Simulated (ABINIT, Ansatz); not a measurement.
# BN: the pressure in 2 programs

The cell as given:

```
CELL_PARAMETERS angstrom
0.00000 1.81300 1.81300
1.81300 0.00000 1.81300
1.81300 1.81300 0.00000
ATOMIC_POSITIONS crystal
N 0.25000 0.25000 0.25000
B 0.00000 0.00000 0.00000
```

The cell is a database's computed one, not the measured one.

Kept alike: task relaxation of cell and atoms; functional PBE; k mesh 13 × 13 × 13; occupations fermi-dirac, width 0.05 eV; no spin polarisation. The mesh is that of the run's cell of 2 atoms. No spin-orbit coupling.

- A: ABINIT, JTH PAW PBE v2.0, cutoff 707 eV
- B: Ansatz, all-electron LAPW, scalar-relativistic

```csv
pressure (GPa),A: volume (Å³/atom),B: volume (Å³/atom)
0,5.955,5.953
5,5.877,5.875
10,5.804,5.802
20,5.669,5.668
30,5.548,?
```

Values hold for each row's relaxed cell, which stops near the pressure aimed at. The runs follow the start's structure, whether or not it is the stable one at these pressures.

Task: Estimate the value left open.

Result: In the median of the other rows B lies -0.002 Å³/atom from the other column, which points to 5.546; the run gave 5.546 Å³/atom, +0.000 from it.
